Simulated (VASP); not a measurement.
A run of VASP 6.6.1 is set up as follows.

Contents of INCAR:

```
SYSTEM = KCl
PREC = Accurate ; ENCUT = 520
EDIFF = 1E-6 ; ISMEAR = 0
SIGMA = 0.02 ; LREAL = .FALSE.
LASPH = .TRUE. ; NELM = 100
ALGO = Fast ; ISIF = 2
LWAVE = .FALSE. ; LCHARG = .TRUE.
LELF = .TRUE. ; LVHAR = .TRUE.
NBANDS = 15
```

Contents of KPOINTS:

```
regular mesh
0
G
  7 7 7
  0 0 0
```

Contents of POSCAR:

```
KCl
1.0
    3.8391960000      0.0000000000      0.0000000000
    0.0000000000      3.8391960000      0.0000000000
    0.0000000000      0.0000000000      3.8391960000
K Cl
1 1
Direct
    0.0000000000      0.0000000000      0.0000000000
    0.5000000000      0.5000000000      0.5000000000
```

Potentials or basis: VASP PAW LDA potentials, release 54 (K_sv, Cl).

Run with:

```bash
$ cat potpaw_LDA.54/K_sv/POTCAR potpaw_LDA.54/Cl/POTCAR > POTCAR
$ mpirun -np 1 vasp_std > vasp.out
```

Question: Predict the band gap on the k mesh.

Answer: 4.39 eV, indirect (least direct gap 4.58 eV).

Question: Predict the pressure.

Answer: -3.1 GPa.

Caveat: an odd mesh through Γ misses points on the zone boundary, where band edges often lie. LDA gaps usually lie below the measured ones, often by a third to a half.
